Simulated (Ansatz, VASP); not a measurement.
**Two plane-wave programs on Rh**

```
Rh
1.0
     2.73098    0.00000    0.00000
    -1.36549    2.36510    0.00000
     0.00000    0.00000    4.42849
Rh
2
Direct
  0.66667 0.33333 0.75000
  0.33333 0.66667 0.25000
```

This isn't the form of Rh at room conditions, which is fcc.

Alike in both runs: task single point; functional LDA; k mesh 9 × 9 × 5; no spin polarisation.

|  | VASP | Ansatz |
| --- | --- | --- |
| version | VASP 6.6.1 | Ansatz 0.2.0 |
| potentials or method | VASP PAW LDA potentials, release 64 (Rh_pv) | plane waves, PAW |
| plane-wave cutoff (eV) | 520 | 470 |
| occupations | gaussian, width 0.1 eV | gaussian |
| valence electrons in the cell | 30 | 34 |

|  | VASP | Ansatz | Ansatz less VASP |
| --- | --- | --- | --- |
| pressure (GPa) | -18.8 | -19.5 | -0.68 |
| largest component of the traceless stress (GPa) | 0.27 | 0.30 | +0.029 |

The two sets of potentials don't hold the same shells in valence.

Caveats: so large a pressure means that the cell lies far from this level's equilibrium, or that cutoff or potentials fall short (VASP).
